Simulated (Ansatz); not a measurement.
**SiO2: field gradients at two levels of theory**

Cell: a Materials Project structure (computed, not necessarily an observed phase).

Space group Im-3m (No. 229); a = 9.8830 Å.

```
site  Wyckoff  site symmetry       x       y       z
  Si      16f            .3m  0.1569  0.1569  0.1569
  O9       8c           .-3m  0.2500  0.2500  0.2500
 O13      24h           m.m2  0.1889  0.1889  0.0000
```

One atom of each set is listed; the run and its k-mesh use a cell of 24 atoms with edges of 8.56, 8.56, 8.56 Å.

First run. Computed with Ansatz: DFT, PBE, plane waves and PAW, scalar-relativistic, 420 eV cutoff, Γ-centred 3×3×3 k-points, Fermi–Dirac smearing 0.02 eV.

```csv
site,V_zz (10²¹ V/m²),η
Si,-0.63,0.00
O9,10.41,0.00
O13,9.39,0.22
```

Second run. The same atoms and settings, except that the functional is r2SCAN and the cutoff is 500 eV.

**Question.** What does the second run give?

**Answer.** 

```
site   V_zz     η  change of V_zz
  Si  -0.64  0.00           -0.01
  O9  10.31  0.00           -0.10
 O13   9.26  0.23           -0.13
```

The largest change of V_zz is on O13, from 9.39 to 9.26. In per cent, |V_zz| changes by +2 on Si, -1 on O (all sites that start above 0.5).

For the first run: The largest force is 0.3 eV/Å, so the atoms aren't at the calculated equilibrium and relaxing them would move these values.
